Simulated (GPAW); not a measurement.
# Screening of a field by B/Ir(111), part 2 of 2

How does B/Ir(111) screen a perpendicular field?

GPAW 26.7.0; GPAW, PAW setups; slab in vacuum, relaxation (the session's first sound run).

So far. Step 5 (Field on): The dipole is now -0.00817 e Å, against 0.032 in the run without a field.

## 8. Field on

The input, run.py:

```python
import json
import numpy as np
from ase import Atoms
from gpaw import GPAW, PW
from gpaw.external import ConstantElectricField

slab = Atoms(
    ['Ir', 'Ir', 'Ir', 'Ir', 'B'],
    positions=[
        [0.00000, 0.00000, 7.00000],
        [1.35765, 0.78384, 9.21703],
        [2.71529, 1.56767, 11.40962],
        [-0.00000, 0.00000, 13.82463],
        [1.35765, 0.78384, 15.14866]],
    cell=[[2.71529, 0.0, 0.0], [1.35765, 2.35151, 0.0], [0.0, 0.0, 22.26505]],
    pbc=[True, True, False])

slab.calc = GPAW(mode=PW(500), xc='PBE', kpts={'size': (13, 13, 1), 'gamma': True},
                 occupations={'name': 'fermi-dirac', 'width': 0.1}, nbands='200%',
                 convergence={'density': 1e-05}, maxiter=200,
                 poissonsolver={'dipolelayer': 'xy'},
                 external=ConstantElectricField(0.1, [0, 0, 1]),
                 symmetry={'tolerance': 1e-3}, txt='slab.txt')
result = {}
energy = slab.get_potential_energy()
fermi = slab.calc.get_fermi_level()
v = slab.calc.get_electrostatic_potential().mean((0, 1)) - fermi
n = slab.calc.get_pseudo_density().mean((0, 1))
L = slab.cell[2, 2]
z = np.arange(len(v)) * L / len(v)
low, high = slab.positions[:, 2].min(), slab.positions[:, 2].max()
below, above = np.interp([low - 4.8, high + 4.8], z, v)
slopes = [np.interp(x, z, np.gradient(v, z)) for x in (low - 4.8, high + 4.8)]
eps = np.array([[slab.calc.get_eigenvalues(k, s) for k in range(len(slab.calc.get_ibz_k_points()))]
                for s in range(slab.calc.get_number_of_spins())]) - fermi
top, bottom = eps[eps < 0].max(), eps[eps > 0].min()
dipole = slab.get_dipole_moment()[2]
print(f'energy {energy:.4f} eV, Fermi level {fermi:.4f} eV, dipole {dipole:.5f} e A')
print(f'potential 4.8 A off the faces, from the Fermi level: lower {below:.4f} eV, upper {above:.4f} eV')
print(f'slope of the potential there: lower {slopes[0]:.5f}, upper {slopes[1]:.5f} eV/A')
print(f'nearest levels on the mesh: {top:.4f} and {bottom:.4f} eV')
print('magnetic moment', round(slab.get_magnetic_moment(), 3))
result.update(energy=energy, fermi=fermi, dipole=dipole, below=below, above=above, slopes=slopes, edges=[top, bottom],
              z=z.tolist(), v=v.tolist(), n=n.tolist(), positions=slab.positions.tolist(),
              forces=slab.get_forces(apply_constraint=False).tolist(), moments=slab.get_magnetic_moments().tolist())
json.dump(result, open('result.json', 'w'))
```

Command:

```
OMP_NUM_THREADS=1 OPENBLAS_NUM_THREADS=1 python run.py
```

Output:

```text
energy -41.3534 eV, Fermi level 3.7005 eV, dipole 0.07147 e A
potential 4.8 A off the faces, from the Fermi level: lower 6.0082 eV, upper 3.9830 eV
slope of the potential there: lower -0.00044, upper -0.00001 eV/A
nearest levels on the mesh: -0.0579 and 0.0162 eV
magnetic moment 0.0
```

Elapsed: 10 min, on 1 thread of Arm Neoverse V2, shared host; peak memory 0.61 GiB.

The dipole is now 0.0715 e Å, against 0.032 in the run without a field.

## 9. In a field

Changes to run.py since step 8:

```diff
@@ -21,3 +21,3 @@
                  poissonsolver={'dipolelayer': 'xy'},
-                 external=ConstantElectricField(0.1, [0, 0, 1]),
+                 external=ConstantElectricField(0.2, [0, 0, 1]),
                  symmetry={'tolerance': 1e-3}, txt='slab.txt')
```

Output:

```text
energy -41.3625 eV, Fermi level 3.6924 eV, dipole 0.11128 e A
potential 4.8 A off the faces, from the Fermi level: lower 6.5898 eV, upper 3.4365 eV
slope of the potential there: lower -0.00046, upper -0.00027 eV/A
nearest levels on the mesh: -0.0587 and 0.0164 eV
magnetic moment 0.0
```

Elapsed: 13 min, on 1 thread; peak memory 0.6 GiB.

The dipole is now 0.111 e Å, against 0.032 in the run without a field.

## 10. In a field

Changes to run.py since step 9:

```diff
@@ -21,3 +21,3 @@
                  poissonsolver={'dipolelayer': 'xy'},
-                 external=ConstantElectricField(0.2, [0, 0, 1]),
+                 external=ConstantElectricField(0.3, [0, 0, 1]),
                  symmetry={'tolerance': 1e-3}, txt='slab.txt')
```

Output:

```text
energy -41.3757 eV, Fermi level 3.6832 eV, dipole 0.15101 e A
potential 4.8 A off the faces, from the Fermi level: lower 7.1724 eV, upper 2.8933 eV
slope of the potential there: lower -0.00051, upper -0.00048 eV/A
nearest levels on the mesh: -0.0593 and 0.0162 eV
magnetic moment 0.0
```

Wall time 11 min (1 thread); peak memory 0.61 GiB.

The dipole is now 0.151 e Å, against 0.032 in the run without a field.

## 11. The series

The members are put on one axis.

This step: induced dipole against applied field (GPAW 26.7.0).

Dipole along the normal against field:

| field (V/Å) | dipole along the normal (e·Å) |
| --- | --- |
| -0.200 | -0.0481 |
| -0.100 | -0.00817 |
| -0.050 | 0.0118 |
| 0.000 | 0.0319 |
| 0.050 | 0.0516 |
| 0.100 | 0.0715 |
| 0.200 | 0.111 |
| 0.300 | 0.151 |

## 12. A changed run

One more run, with changed settings.

This step: GPAW, PAW setups; slab in vacuum (GPAW 26.7.0).

Changes to run.py since step 10:

```diff
@@ -4,3 +4,2 @@
 from gpaw import GPAW, PW
-from gpaw.external import ConstantElectricField
 
@@ -17,7 +16,6 @@
 
-slab.calc = GPAW(mode=PW(500), xc='PBE', kpts={'size': (13, 13, 1), 'gamma': True},
+slab.calc = GPAW(mode=PW(500), xc='pbe96', kpts={'size': (13, 13, 1), 'gamma': True},
                  occupations={'name': 'fermi-dirac', 'width': 0.1}, nbands='200%',
-                 convergence={'density': 1e-05}, maxiter=200,
+                 convergence={'density': 1e-05}, maxiter=50,
                  poissonsolver={'dipolelayer': 'xy'},
-                 external=ConstantElectricField(0.3, [0, 0, 1]),
                  symmetry={'tolerance': 1e-3}, txt='slab.txt')
```

Output:

```text
NameError: Unknown functional: pbe96.
```

The job ended after 0.67 s (1 thread; peak memory 0.1 GiB).

The input was rejected at the start.

The program's message: “NameError: Unknown functional: pbe96.”

The change that led to it: xc = "pbe96".

## 13. Results

| Quantity | Value |
| --- | --- |
| work function, upper and lower face | 4.531 and 5.429 eV |
| dipole along the normal | 0.0319 e Å |
| induced dipole per field | 0.398 e Å per V/Å |
| out-of-plane polarisability per area, α/(ε0 A) | 11.3 Å |

**Reading.** The field induces 0.398 e Å per V/Å, a polarisable thickness α/(ε0 A) of 11.3 Å beside 8.15 Å between the outermost nuclei. A perfect conductor would give the distance between its two image planes; a dielectric of thickness t gives t(1 - 1/ε). The two faces differ by 0.90 eV, the step that the slab's dipole makes (e p/(ε0 A) gives 0.90 eV), so the dipole layer is needed. The induced dipole is linear in the field over this range. The cell of 6.39 Å² holds one B, started on one chosen site; other sites and coverages weren't tried. The in-plane lattice was kept as typed, which isn't the functional's own and leaves some strain; spin-orbit coupling and temperature are left out.

[Logs are printed without paths, hosts, clocks, repeated set-up lines and the standing remarks that a program may print on its own settings, such as how far it seeks lower states.]

[Hosts, paths, dates, database ids (printed as entryN), source tags and the programs' standing remarks are cut or masked in the printed files.]
